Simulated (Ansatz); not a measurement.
We consider tetradymite Sb2Te3, described by PBE-D3(BJ) (Ansatz, a quantum-chemistry and plane-wave program, PAW).

**Question.** Estimate the interlayer binding energy, layer repeat distance and gap between the layers that the calculation returns.

**Answer.** 
* **interlayer binding energy**: 29.6 meV/Å²
* **layer repeat distance**: 9.944 Å
* **gap between the layers**: 2.597 Å

Spin–orbit coupling is not included.

Computed values are for the static lattice.

It cost about 9 core-minutes (a rough figure) of CPU time.
